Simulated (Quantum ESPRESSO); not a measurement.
# GaN/AlN(110) interfaces, stepped through the in-plane cubic lattice constant, part 2 of 10

Aim: how the results for GaN/AlN(110) interfaces change with the in-plane cubic lattice constant.

Quantum ESPRESSO 7.5; plane-wave DFT, PBE, GBRV ultrasoft pseudopotentials.

So far. Step 2 (Variable-cell relaxation, 4.34 Å):  The last row is no step: it is a fresh SCF in the final cell with a new plane-wave basis, +0 meV from the row before.

### Step 3. SCF with pw.x, 4.34 Å

A bulk run at that cell gives the reference energy and levels.

The input, m0.first.bulk.in:

```
&control
  prefix = 'm0.first.bulk'
  outdir = './out'
  pseudo_dir = './pseudo'
  calculation = 'scf'
  tprnfor = .true.
/
&system
  ibrav = 0
  nat = 4
  ntyp = 2
  ecutwfc = 40
  ecutrho = 200
  occupations = 'smearing'
  smearing = 'fd'
  degauss = 0.002
  nbnd = 28
/
&electrons
  conv_thr = 1e-09
  mixing_beta = 0.4
  electron_maxstep = 120
/
ATOMIC_SPECIES
  Ga  69.7230  ga_pbe_v1.4.uspp.F.UPF
  N   14.0070  n_pbe_v1.2.uspp.F.UPF
CELL_PARAMETERS angstrom
  4.34000000000000 0.00000000000000 0.00000000000000
  0.00000000000000 3.06884343000000 0.00000000000000
  0.00000000000000 0.00000000000000 3.31138440000000
ATOMIC_POSITIONS crystal
  Ga  -0.006978295100 0.000000000000 0.000000000000
  N   0.256978749400 0.500000000000 0.000000000000
  Ga  0.493020728300 0.500000000000 0.500000000000
  N   0.756978817400 0.000000000000 0.500000000000
K_POINTS automatic
  6 8 8 0 0 0
```

Run with:

```sh
OMP_NUM_THREADS=1 mpirun -n 4 pw.x -nk 4 -in m0.first.bulk.in > m0.first.bulk.out
```

What it wrote:

```text
[banner, memory and clock lines left out]
Program PWSCF v.7.5 starts
[citation notice left out]

[...]
Message from routine setup:
[...]
bravais-lattice index     =            0
     lattice parameter (alat)  =       8.2014  a.u.
     unit-cell volume          =     297.6259 (a.u.)^3
     number of atoms/cell      =            4
     number of atomic types    =            2
     number of electrons       =        48.00
     number of Kohn-Sham states=           28
     kinetic-energy cutoff     =      40.0000  Ry
     charge density cutoff     =     200.0000  Ry
     scf convergence threshold =      1.0E-09
     mixing beta               =       0.4000
     number of iterations used =            8  plain     mixing
     Exchange-correlation= SLA  PW   PBE  PBE
                           (   1   4   3   4   0   0   0)

[...]
PseudoPot. # 1 for Ga read from file:
     ./pseudo/ga_pbe_v1.4.uspp.F.UPF
     Pseudo is Ultrasoft + core correction, Zval = 19.0
     Generated by new atomic code, or converted to UPF format
     Using radial grid of  871 points,  6 beta functions with:
                l(1) =   0
                l(2) =   0
                l(3) =   1
                l(4) =   1
                l(5) =   2
                l(6) =   2
     Q(r) pseudized with  8 coefficients,  rinner =    1.250   1.250   1.250
                                                       1.250   1.250

     PseudoPot. # 2 for N  read from file:
     ./pseudo/n_pbe_v1.2.uspp.F.UPF
     Pseudo is Ultrasoft + core correction, Zval =  5.0
     Generated by new atomic code, or converted to UPF format
     Using radial grid of  729 points,  4 beta functions with:
                l(1) =   0
                l(2) =   0
                l(3) =   1
                l(4) =   1
     Q(r) pseudized with  8 coefficients,  rinner =    0.900   0.900   0.900

     atomic species   valence    mass     pseudopotential
     Ga               19.00    69.72300     Ga( 1.00)
     N                 5.00    14.00700     N ( 1.00)

      4 Sym. Ops. (no inversion) found

[...]
number of k points=   100  Fermi-Dirac smearing, width (Ry)=  0.0020

     Number of k-points >= 100: set verbosity='high' to print them.

     Dense  grid:    14231 G-vectors     FFT dimensions: (  40,  27,  30)

     Smooth grid:    10191 G-vectors     FFT dimensions: (  36,  24,  25)

     Check: negative core charge=   -0.000002

     Initial potential from superposition of free atoms

     starting charge      46.0000, renormalised to      48.0000
     Starting wfcs are   32 randomized atomic wfcs

     per-process dynamical memory:    31.0 Mb

     Self-consistent Calculation

     iteration #  1     ecut=    40.00 Ry     beta= 0.40
     Davidson diagonalization with overlap
     ethr =  1.00E-02,  avg # of iterations =  2.3

     total energy              =    -867.55955616 Ry
     estimated scf accuracy    <      10.18159491 Ry

     iteration #  2     ecut=    40.00 Ry     beta= 0.40
[...]
total energy              =    -871.00752100 Ry
     estimated scf accuracy    <       0.78087937 Ry

     iteration #  3     ecut=    40.00 Ry     beta= 0.40
[...]
total energy              =    -871.06946778 Ry
     estimated scf accuracy    <       0.06551582 Ry

     iteration #  4     ecut=    40.00 Ry     beta= 0.40
[...]
total energy              =    -871.07541045 Ry
     estimated scf accuracy    <       0.00763922 Ry

     iteration #  5     ecut=    40.00 Ry     beta= 0.40
[...]
total energy              =    -871.07555751 Ry
     estimated scf accuracy    <       0.00265458 Ry

     iteration #  6     ecut=    40.00 Ry     beta= 0.40
[...]
total energy              =    -871.07640430 Ry
     estimated scf accuracy    <       0.00009921 Ry

     iteration #  7     ecut=    40.00 Ry     beta= 0.40
[...]
total energy              =    -871.07641971 Ry
     estimated scf accuracy    <       0.00002182 Ry

     iteration #  8     ecut=    40.00 Ry     beta= 0.40
[...]
total energy              =    -871.07642514 Ry
     estimated scf accuracy    <       0.00000033 Ry

     iteration #  9     ecut=    40.00 Ry     beta= 0.40
[...]
total energy              =    -871.07642523 Ry
     estimated scf accuracy    <       0.00000004 Ry

     iteration # 10     ecut=    40.00 Ry     beta= 0.40
[...]
total energy              =    -871.07642522 Ry
     estimated scf accuracy    <       0.00000003 Ry

     iteration # 11     ecut=    40.00 Ry     beta= 0.40
[...]
End of self-consistent calculation

     Number of k-points >= 100: set verbosity='high' to print the bands.

     the Fermi energy is    12.4464 ev

!    total energy              =    -871.07642523 Ry
     estimated scf accuracy    <          1.3E-10 Ry
     smearing contrib. (-TS)   =      -0.00000000 Ry
     internal energy E=F+TS    =    -871.07642523 Ry

     The total energy is F=E-TS. E is the sum of the following terms:
     one-electron contribution =    -664.88435389 Ry
     hartree contribution      =     359.14075208 Ry
     xc contribution           =    -108.25983842 Ry
     ewald contribution        =    -457.07298500 Ry

     convergence has been achieved in  11 iterations

     Forces acting on atoms (cartesian axes, Ry/au):

     atom    1 type  1   force =     0.00000152    0.00000000    0.00000000
     atom    2 type  2   force =    -0.00000322    0.00000000    0.00000000
     atom    3 type  1   force =     0.00000618    0.00000000    0.00000000
     atom    4 type  2   force =    -0.00000448    0.00000000    0.00000000

     Total force =     0.000008     Total SCF correction =     0.000059
     SCF correction compared to forces is large: reduce conv_thr to get better values

[...]
```

The job ended after 27 s (4 MPI ranks of Intel Xeon at 2.70GHz, shared host; peak memory 0.33 GiB; 1.8 min of CPU time).

This step gave:

* free energy: -11851.5985 eV
* Fermi energy: 12.45 eV
* valence top, on the run's zero: 11.67 eV
* conduction bottom, on the run's zero: 13.31 eV
* gap by band count: 1.638 eV

### Step 4. Potential by pp.x, 4.34 Å

plot_num = 11 writes the bare and Hartree potential, from which vacuum levels or, in a crystal, the mean potential are read.

The input, m0.first.bulk.pot.in:

```
&inputpp
  prefix = 'm0.first.bulk'
  outdir = './out'
  filplot = 'm0.first.bulk.pot.dat'
  plot_num = 11
/
```

Run with:

```sh
OMP_NUM_THREADS=1 mpirun -n 4 pp.x -in m0.first.bulk.pot.in > m0.first.bulk.pot.out
```

What it wrote:

```text
[banner, memory and clock lines left out]
Program POST-PROC v.7.5 starts

          URL

     ./out/m0.first.bulk.save/

     IMPORTANT: XC functional enforced from input :
     Exchange-correlation= PBE
                           (   1   4   3   4   0   0   0)
     Any further DFT definition will be discarded
     Please, verify this is what you really want

     Check: negative core charge=   -0.000002

     Calling punch_plot, plot_num =  11
     Writing data to file  m0.first.bulk.pot.dat
     Message from routine chdens:
     namelist plot not found or invalid, exiting
```

Run time: 1.3 s. Hardware: 4 MPI ranks; peak memory 0.09 GiB.

Electrostatic potential energy of an electron; zero at the highest filled level of the SCF mesh. Table of potential energy, planar mean by z:

```
z (Å)  potential energy, planar mean (eV)
 0.00                               -12.3
 0.11                               -11.8
 0.22                               -10.2
 0.33                               -8.10
 0.44                               -5.81
 0.55                               -3.82
 0.66                               -2.37
 0.77                               -1.56
 0.88                               -1.56
 0.99                               -2.37
 1.10                               -3.82
 1.21                               -5.81
 1.32                               -8.10
 1.43                               -10.2
 1.55                               -11.8
 1.66                               -12.3
 1.77                               -11.8
 1.88                               -10.2
 1.99                               -8.10
 2.10                               -5.81
 2.21                               -3.82
 2.32                               -2.37
 2.43                               -1.56
 2.54                               -1.56
 2.65                               -2.37
 2.76                               -3.82
 2.87                               -5.81
 2.98                               -8.10
 3.09                               -10.2
 3.20                               -11.8
```

(Part 2 of 10 ends here.)

[Logs are printed without paths, hosts, clocks, repeated set-up lines and the standing remarks that a program may print on its own settings, such as how far it seeks lower states.]

[Hosts, paths, dates, database ids (printed as entryN), source tags and the programs' standing remarks are cut or masked in the printed files.]

[Maps of the electrostatic potential energy from Ansatz leave out the sawtooth potential of an applied field or a dipole correction, so their vacuum need not be flat; planar profiles and work functions include it.]
